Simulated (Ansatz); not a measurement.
**From three elastic constants to directional properties of ZnSe**

Method: DFT LDA, scalar-relativistic, plane waves, PAW (Ansatz 0.2.0). Cutoff 420 eV, 8×8×8 k-points (Γ-centred), fixed occupations. No spin polarisation.

Equilibrium structure at this level:
```
Zn Se
1.0
     0.00000    2.78377    2.78377
     2.78377    0.00000    2.78377
     2.78377    2.78377    0.00000
Zn Se
1 1
Direct
  0.00000 0.00000 0.00000
  0.25000 0.25000 0.25000
```

With ions relaxed, on the cubic axes: C11 = 97.6, C12 = 58.9, C44 = 43.0 GPa. The density is 5.556 g/cm³.

Q: Is the crystal stable against strain, and how anisotropic is it?

A: Born's conditions hold: C11 + 2C12 = 215.3, C11 − C12 = 38.7 and C44 = 43.0 GPa are all positive. B = (C11 + 2C12)/3 = 71.8 GPa. The two shear moduli are C44 and C′ = (C11 − C12)/2 = 19.4 GPa, so Zener's ratio is A = C44/C′ = 2.22: the tetragonal shear C′ is the soft one, as in many fcc and bcc metals and zincblende crystals. The Cauchy pressure C12 − C44 is 15.8 GPa; it would vanish for pair forces between atoms on inversion centres at zero pressure, and a positive value is usual with metallic or many-body binding, and where atoms off inversion centres relax under shear, which lowers C44.

Q: Give the sound speeds along the three symmetry directions.

A: The Christoffel equation gives ρv² for each branch:
```
direction branch                    ρv²    GPa v (m/s)
    [100]              L                    C11   97.6     4191
    [100]         T (×2) C44   43.0     2783
    [110]              L   (C11 + C12 + 2C44)/2  121.2     4672
    [110]   T, u ∥ [001]                    C44   43.0     2783
    [110]  T, u ∥ [1-10]          (C11 − C12)/2   19.4     1866
    [111]              L  (C11 + 2C12 + 4C44)/3  129.1     4821
    [111]         T (×2) (C11 − C12 + C44)/3   27.2     2215
```

In a piezoelectric crystal some branches stiffen further, which is left out.

Q: How does Young's modulus depend on direction?

A: Inverting gives S11 = 18.770, S12 = -7.063, S44 = 23.240 TPa⁻¹. Along a unit vector (l, m, n), 1/E = S11 − 2(S11 − S12 − S44/2)(l²m² + m²n² + n²l²), where the last bracket is 0, 1/4 and 1/3 for [100], [110] and [111]: E = 53, 86 and 108 GPa. With A > 1 the body diagonal is stiffest. For a film on (001), the biaxial modulus is C11 + C12 − 2C12²/C11 = 85 GPa and the normal strain is −2C12/C11 = -1.21 times the in-plane one.

The elastic response of ZnSe is governed by the contrast between stiff bond stretching and soft bond bending. A tetragonal shear leaves the lengths of the tetrahedral bonds unchanged to first order and only alters their angles, so C′ is just 19.4 GPa. Pulling along [111] loads one set of bonds head-on, whereas pulling along [100] is taken up largely by opening and closing angles, which is why Young's modulus doubles from 53 to 108 GPa. The partly ionic Zn–Se bond has weaker angular forces than the covalent group IV crystals, which probably accounts for much of the small C′. The positive Cauchy pressure is therefore no sign of metallic bonding here.

The bulk modulus of 71.8 GPa lies above the measured value and the lattice constant is too short, as expected from LDA overbinding; the anisotropy, being a ratio, is probably less affected. The positive Born combinations establish stability against small homogeneous strains only, not against short-wavelength phonons or transformation to another structure.
